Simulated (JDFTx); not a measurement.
Ni:

```
CELL_PARAMETERS angstrom
0.00000 1.73757 1.73757
1.73757 0.00000 1.73757
1.73757 1.73757 0.00000
ATOMIC_POSITIONS crystal
Ni 0.00000 0.00000 0.00000
```

Alike in all runs: program JDFTx 1.7.0 (patched build); functional PBE; potentials or basis PseudoDojo-SR-PBE-0.5-standard with smoothed tails; cutoff 1333 eV; density cutoff 5333 eV; k mesh 13 × 13 × 13; occupations fermi-dirac, width 0.05 eV.

Task: Only the start or the spin constraint differs. Which run ends lowest in energy?
A. collinear spin, ferromagnetic start of up to 1 μB; fixed moment 4
B. collinear spin, ferromagnetic start of up to 1 μB; fixed moment 3
C. collinear spin, ferromagnetic start of up to 1 μB; fixed moment 0
D. collinear spin, ferromagnetic start of up to 1 μB; fixed moment 1
E. collinear spin, ferromagnetic start of up to 1 μB; fixed moment 2

Result: C.

| start | free energy over the lowest (meV/atom) | net moment (μB) | site or absolute moments (μB) | gap |
| --- | --- | --- | --- | --- |
| collinear spin, ferromagnetic start of up to 1 μB; fixed moment 0 | 0.0 | 0.00 | - | - |
| collinear spin, ferromagnetic start of up to 1 μB; fixed moment 4 | 11738.8 | 4.00 | Ni +2.96 | - |
| collinear spin, ferromagnetic start of up to 1 μB; fixed moment 3 | 5762.3 | 3.00 | Ni +2.40 | - |
| collinear spin, ferromagnetic start of up to 1 μB; fixed moment 2 | 1699.0 | 2.00 | Ni +1.75 | - |
| collinear spin, ferromagnetic start of up to 1 μB; fixed moment 1 | 33.6 | 1.00 | Ni +1.01 | - |

All polarised runs hold their moment fixed, so the table maps the energy against it. A still lower state may exist.

Caveats: the total moment is fixed, so each spin has its own Fermi level; the moment is held away from its start (some runs).
